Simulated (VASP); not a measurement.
# KI (Fm-3m) in VASP: further runs

Aim: see how the results for KI move with the level of theory and the settings. Levels: LDA, PBE, r2SCAN. Tasks: single point, relaxation of cell and atoms.

Program: VASP 6.6.1. These are calculated values, not measurements. Logs are shortened: lines on timing, memory, paths and dates and some standing lists are left out, and cuts for length are marked.

**What was measured.**

A printed reference work, monograph reports, for a bulk crystal of KI: band gap 6.32 eV.

How close the calculation comes is told below.

## Step 1: The cell of the first run

The structure is cubic, space group Fm-3m (No. 225). Conventional cell: a = 7.089 Å, b = 7.089 Å, c = 7.089 Å, α = 90.00°, β = 90.00°, γ = 90.00°. K (site symmetry m-3m) has 6 I at 3.54 Å within 4.7 Å. I (site symmetry m-3m) has 6 K at 3.54 Å within 4.7 Å.

## Step 2: Single point, LDA

INCAR reads:

```
SYSTEM = KI
ALGO = Normal ; EDIFF = 1E-6
ENCUT = 520 ; ISIF = 2
ISMEAR = 0 ; LASPH = .True.
LCHARG = .False. ; LREAL = .False.
LWAVE = .False. ; NBANDS = 15
NELM = 60 ; PREC = Accurate
SIGMA = 0.01
```

KPOINTS reads:

```
k-points
0
Gamma
  6 6 6
  0 0 0
```

POSCAR reads:

```
KI
1.0
    0.0000000000      3.5445661589      3.5445661589
    3.5445661589      0.0000000000      3.5445661589
    3.5445661589      3.5445661589      0.0000000000
K I
1 1
Direct
    0.0000000000      0.0000000000      0.0000000000
    0.5000000000      0.5000000000      0.5000000000
```

Potentials or basis: VASP PAW LDA potentials, release 64 (K_sv, I).

On the command line:

```
> cat potpaw_LDA.64/K_sv/POTCAR potpaw_LDA.64/I/POTCAR > POTCAR
> mpirun -np 1 vasp_std > vasp.out
```

OUTCAR:

```text
SYSTEM = KI
   EDIFF = 1E-6
   ENCUT = 520
   ISIF = 2
   ISMEAR = 0
   LASPH = .True.
   LREAL = .False.
   NELM = 60
   PREC = Accurate

 ion  position               nearest neighbor table
   1  0.000  0.000  0.000-   2 3.54   2 3.54   2 3.54   2 3.54   2 3.54   2 3.54
   2  0.500  0.500  0.500-   1 3.54   1 3.54   1 3.54   1 3.54   1 3.54   1 3.54

  LATTYP: Found a face centered cubic cell.
 ALAT       =     7.0891323178

  Lattice vectors:

 A1 = (   0.0000000000,   3.5445661589,   3.5445661589)
 A2 = (   3.5445661589,   0.0000000000,   3.5445661589)
 A3 = (   3.5445661589,   3.5445661589,   0.0000000000)

Analysis of symmetry for initial positions (statically):
=====================================================================
 Subroutine PRICEL returns:
 Original cell was already a primitive cell.

 Routine SETGRP: Setting up the symmetry group for a
 face centered cubic supercell.

 Subroutine GETGRP returns: Found 48 space group operations
 (whereof 48 operations were pure point group operations)
 out of a pool of 48 trial point group operations.

The static configuration has the point symmetry O_h .

Analysis of symmetry for dynamics (positions and initial velocities):
=====================================================================
 Subroutine PRICEL returns:
 Original cell was already a primitive cell.

 Routine SETGRP: Setting up the symmetry group for a
 face centered cubic supercell.

 Subroutine GETGRP returns: Found 48 space group operations
 (whereof 48 operations were pure point group operations)
 out of a pool of 48 trial point group operations.

The dynamic configuration has the point symmetry O_h .

 Subroutine INISYM returns: Found 48 space group operations
 (whereof 48 operations are pure point group operations),
 and found     1 'primitive' translations

----------------------------------------------------------------------------------------

                                     Primitive cell

  volume of cell :      89.0675

  direct lattice vectors                    reciprocal lattice vectors
     0.000000000  3.544566159  3.544566159    -0.141060987  0.141060987  0.141060987
     3.544566159  0.000000000  3.544566159     0.141060987 -0.141060987  0.141060987
     3.544566159  3.544566159  0.000000000     0.141060987  0.141060987 -0.141060987

  length of vectors
     5.012773535  5.012773535  5.012773535     0.244324796  0.244324796  0.244324796

  position of ions in fractional coordinates (direct lattice)
     0.000000000  0.000000000  0.000000000
     0.500000000  0.500000000  0.500000000

  ion indices of the primitive-cell ions
   primitive index   ion index
                 1           1
                 2           2

----------------------------------------------------------------------------------------

 KPOINTS: k-points

Automatic generation of k-mesh.
 Grid dimensions read from file:
 generate k-points for:    6    6    6

 Generating k-lattice:

  Cartesian coordinates                     Fractional coordinates (reciprocal lattice)
    -0.023510164  0.023510164  0.023510164     0.166666667  0.000000000  0.000000000
     0.023510164 -0.023510164  0.023510164     0.000000000  0.166666667  0.000000000
     0.023510164  0.023510164 -0.023510164     0.000000000  0.000000000  0.166666667

  Length of vectors
     0.040720799  0.040720799  0.040720799

  Shift w.r.t. Gamma in fractional coordinates (k-lattice)
     0.000000000  0.000000000  0.000000000

 Subroutine IBZKPT returns following result:
 ===========================================

 Found     16 irreducible k-points:

 Following reciprocal coordinates:
            Coordinates               Weight
  0.000000  0.000000  0.000000      1.000000
  0.166667  0.000000  0.000000      8.000000
  0.333333  0.000000  0.000000      8.000000
  0.500000  0.000000  0.000000      4.000000
  0.166667  0.166667  0.000000      6.000000
  0.333333  0.166667  0.000000     24.000000
[... 8 lines left out ...]
 -0.333333  0.333333  0.166667     24.000000
 -0.333333  0.500000  0.166667     12.000000
   k-points           NKPTS =     16   k-points in BZ     NKDIM =     16   number of bands    NBANDS=     15
   number of dos      NEDOS =    301   number of ions     NIONS =      2
   total plane-waves  NPLWV =  64000
   dimension x,y,z NGX =    40 NGY =   40 NGZ =   40
   dimension x,y,z NGXF=    80 NGYF=   80 NGZF=   80
   ions per type =               1   1
   NGX,Y,Z   is equivalent  to a cutoff of  13.27, 13.27, 13.27 a.u.
   NGXF,Y,Z  is equivalent  to a cutoff of  26.53, 26.53, 26.53 a.u.
 SYSTEM =  KI
   PREC   = accura    normal or accurate (medium, high low for compatibility)
   ISTART =      0    job   : 0-new  1-cont  2-samecut
   ICHARG =      2    charge: 1-file 2-atom 10-const
   ISPIN  =      1    spin polarized calculation?
   LNONCOLLINEAR =      F non collinear calculations
   LSORBIT =      F    spin-orbit coupling
   LASPH  =      T    aspherical Exc in radial PAW
   ENCUT  =  520.0 eV  38.22 Ry    6.18 a.u.   9.32  9.32  9.32*2*pi/ulx,y,z
   NELM   =     60;   NELMIN=  2; NELMDL= -5     # of ELM steps
   EDIFF  = 0.1E-05   stopping-criterion for ELM
   LREAL  =      F    real-space projection
   EDIFFG = 0.1E-04   stopping-criterion for IOM
   NSW    =      0    number of steps for IOM
   IBRION =     -1    ionic relax: 0-MD 1-quasi-New 2-CG
   NFREE  =      0    steps in history (QN), initial steepest desc. (CG)
   ISIF   =      2    stress and relaxation
   ISYM   =      2    0-nonsym 1-usesym 2-fastsym
   POTIM  = 0.5000    time-step for ionic-motion
   TEBEG  =    0.0;   TEEND  =   0.0 temperature during run
   PSTRESS=    0.0 pullay stress
   NELECT =      16.0000    total number of electrons
   NUPDOWN=      -1.0000    fix difference up-down
   EMIN   =  10.00;   EMAX   =-10.00  energy-range for DOS
   EFERMI =   0.00;   METHOD = LEGACY
   ISMEAR =     0;   SIGMA  =   0.01  broadening in eV -4-tet -1-fermi 0-gaus
   EFERMI_NEDOS =   21; number of points for ismear=-14 and -15
   IALGO  =     38    algorithm
   IMIX   =      4    mixing-type and parameters
     AMIX     =   0.40;   BMIX     =  1.00
     AMIX_MAG =   1.60;   BMIX_MAG =  1.00
  volume/ion in A,a.u.               =      44.53       300.53
  Fermi-wavevector in a.u.,A,eV,Ry     =   0.923723  1.745583 11.609363  0.853264
  Thomas-Fermi vector in A             =   2.049391
   LORBIT       =      0    0 simple, 1 ext, 2 COOP (PROOUT), +10 PAW based schemes
   GGA     = CA    functional components
   LHFCALC =     F    Hartree Fock is set to
   AEXX    =    0.0000 exact exchange contribution
   IVDW    =     0    specifies the selected vdW correction
   LEPSILON=     F    determine dielectric tensor
   LRPA    =     F    only Hartree local field effects (RPA)
 non-spin polarized calculation
 Gauss-broadening in eV      SIGMA  =   0.01
  energy-cutoff  :      520.00
  volume of cell :       89.07
 maximum number of plane-waves:      2424
 NGX is ok and might be reduce to    40
   NGX = 19   NGY = 19   NGZ = 19

 number of electron      15.9999999 magnetization

 Free energy of the ion-electron system (eV)
  ---------------------------------------------------
  ext. energy  EPLUGINS =         0.00000000
  ---------------------------------------------------
  free energy    TOTEN  =        -6.12137590 eV

  energy without entropy =       -6.12137590  energy(sigma->0) =       -6.12137590

 E-fermi :  -0.6232     XC(G=0):  -7.5863

 val. band max:       -0.6760747972   @ k =   0.0000   0.0000   0.0000
 cond. band min:       2.9161015426   @ k =   0.0000   0.0000   0.0000
 fundamental gap:      3.5921763398
 Fermi energy:        -0.6231707786

 k-point     1 :       0.0000    0.0000    0.0000
  band No.  band energies     occupation
      1     -28.8317      2.00000
      2     -12.5550      2.00000
      3     -12.5550      2.00000
      4     -12.5550      2.00000
      5     -11.2318      2.00000
      6      -0.6761      2.00000
      7      -0.6761      2.00000
      8      -0.6761      2.00000
      9       2.9161      0.00000
     10       5.6101      0.00000
     11       5.6101      0.00000
     12       5.6101      0.00000
     13       6.3618      0.00000
     14       6.3618      0.00000
     15       8.7859      0.00000

 k-point     2 :       0.1667    0.0000    0.0000
  band No.  band energies     occupation
      1     -28.8312      2.00000
      2     -12.6004      2.00000
      3     -12.5557      2.00000
      4     -12.5557      2.00000
      5     -11.1553      2.00000
      6      -1.1176      2.00000
      7      -0.7688      2.00000
      8      -0.7688      2.00000
      9       3.5591      0.00000
     10       5.5142      0.00000
     11       5.9004      0.00000
     12       5.9004      0.00000
     13       6.6741      0.00000
     14       6.6741      0.00000
     15       9.6776      0.00000

 k-point     3 :       0.3333    0.0000    0.0000
  band No.  band energies     occupation
      1     -28.8301      2.00000
      2     -12.6800      2.00000
      3     -12.5570      2.00000
      4     -12.5570      2.00000
      5     -11.0119      2.00000
      6      -1.7723      2.00000
      7      -0.9403      2.00000
      8      -0.9403      2.00000
      9       4.3663      0.00000
     10       6.0619      0.00000
     11       6.6058      0.00000
     12       6.6058      0.00000
     13       7.4830      0.00000
     14       7.4830      0.00000
     15       8.6951      0.00000

 k-point     4 :       0.5000    0.0000    0.0000
  band No.  band energies     occupation
      1     -28.8296      2.00000
      2     -12.7155      2.00000
      3     -12.5576      2.00000
      4     -12.5576      2.00000
      5     -10.9435      2.00000
      6      -2.0403      2.00000
      7      -1.0200      2.00000
      8      -1.0200      2.00000
      9       4.5606      0.00000
     10       6.7346      0.00000
     11       7.2603      0.00000
     12       7.2603      0.00000
     13       7.7779      0.00000
     14       7.7779      0.00000
     15       8.2809      0.00000
[... 163 lines left out ...]
 k-point    14 :       0.5000    0.3333    0.1667
  band No.  band energies     occupation
      1     -28.8294      2.00000
      2     -12.6487      2.00000
      3     -12.5758      2.00000
      4     -12.5648      2.00000
      5     -11.0223      2.00000
      6      -1.7006      2.00000
      7      -1.1582      2.00000
      8      -1.0621      2.00000
      9       4.9737      0.00000
     10       5.2774      0.00000
     11       6.3238      0.00000
     12       7.5149      0.00000
     13       7.6151      0.00000
     14       7.8465      0.00000
     15       9.0689      0.00000

 k-point    15 :      -0.3333    0.3333    0.1667
  band No.  band energies     occupation
      1     -28.8291      2.00000
      2     -12.6476      2.00000
      3     -12.5807      2.00000
      4     -12.5707      2.00000
      5     -11.0056      2.00000
      6      -1.6742      2.00000
      7      -1.3327      2.00000
      8      -1.1313      2.00000
      9       5.3302      0.00000
     10       5.6799      0.00000
     11       6.0702      0.00000
     12       7.2919      0.00000
     13       7.8864      0.00000
     14       8.2850      0.00000
     15       8.9846      0.00000

 k-point    16 :      -0.3333    0.5000    0.1667
  band No.  band energies     occupation
      1     -28.8289      2.00000
      2     -12.6019      2.00000
      3     -12.5955      2.00000
      4     -12.5813      2.00000
      5     -11.0428      2.00000
      6      -1.5709      2.00000
      7      -1.2539      2.00000
      8      -1.2365      2.00000
      9       4.7569      0.00000
     10       5.4201      0.00000
     11       6.4700      0.00000
     12       7.3623      0.00000
     13       7.6941      0.00000
     14       8.7412      0.00000
     15       9.1151      0.00000

------------------------ aborting loop because EDIFF is reached ----------------------------------------

  FORCE on cell =-STRESS in cart. coord.  units (eV):
  Direction    XX          YY          ZZ          XY          YZ          ZX
  --------------------------------------------------------------------------------------
  -------------------------------------------------------------------------------------
  Total       -0.7706203     -0.7706203     -0.7706203      0.0000000     -0.0000000     -0.0000000
  in kB      -13.8621872    -13.8621872    -13.8621872      0.0000000     -0.0000000     -0.0000000
  external PRESSURE =     -13.8621872 kB  Pullay stress =       0.0000000 kB

 VOLUME and BASIS-vectors are now :
 -----------------------------------------------------------------------------
  energy-cutoff  :      520.00
  volume of cell :       89.07
      direct lattice vectors                 reciprocal lattice vectors
     0.000000000  3.544566159  3.544566159    -0.141060987  0.141060987  0.141060987
     3.544566159  0.000000000  3.544566159     0.141060987 -0.141060987  0.141060987
     3.544566159  3.544566159  0.000000000     0.141060987  0.141060987 -0.141060987

 POSITION                                       TOTAL-FORCE (eV/Angst)
 -----------------------------------------------------------------------------------
      0.00000      0.00000      0.00000         0.000000     -0.000000     -0.000000
      3.54457      3.54457      3.54457        -0.000000      0.000000      0.000000
 -----------------------------------------------------------------------------------
    total drift:                                0.000000     -0.000000     -0.000000

  FREE ENERGIE OF THE ION-ELECTRON SYSTEM (eV)
  ---------------------------------------------------
  free  energy   TOTEN  =        -6.1213759029 eV

  energy  without entropy=       -6.1213759029  energy(sigma->0) =       -6.12137590
```

It took 17 s on 1 thread of AMD EPYC 7R13 (Zen 3), shared host; peak memory 0.17 GiB.

Results:

- Free energy: -6.1214 eV
- Pressure: -1.4 GPa
- Band gap on the k mesh: 3.59 eV

Caveat: spin-orbit coupling is left out, which moves the levels of the heavy elements. A hybrid or GW would open this gap; LDA tends to underestimate it.

(Part 1 of 3 ends here.)
